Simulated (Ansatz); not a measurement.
## A series in space group Fd-3m

All 3 crystals share space group Fd-3m (No. 227) and the same kinds of sites, 2 atoms in the primitive cell. They are database entries and needn't be the stable phases. The set is a selection: crystals with an unstable lattice, a very soft shear in a metal or doubtful stress slopes were left out. Cells are relaxed by PAW under the functional.

Quantity: elastic moduli (Hill averages, relaxed ions; θ_D from sound speeds over directions). Level: PBEsol, all-electron LAPW in Ansatz 0.2.0, scalar-relativistic.

| crystal | cell (conventional) | k mesh | smearing (eV) |
| --- | --- | --- | --- |
| Ge | a = 5.676 Å | 14×14×14 | 0.08 |
| Si | a = 5.434 Å | 8×8×8 | none |
| Sn | a = 6.541 Å | 14×14×14 | 0.10 |

Question: Rank them by B, lowest first.
A. Ge
B. Si
C. Sn

Answer: C (41.5 GPa), A (66.9 GPa), B (93.5 GPa).

All values:

```csv
crystal,B (GPa),G (GPa),C11 (GPa),C44 (GPa),ν,θ_D (K)
Ge,66.9,47.0,114,57.0,0.216,344
Si,93.5,61.6,157,73.6,0.230,622
Sn,41.5,21.5,61.7,27.1,0.279,197
```

Known limits: the gap is closed or tiny at this level, so small that the run used smearing; responses move with mesh and smearing (Ge); responses of metals move with mesh and smearing (Sn).
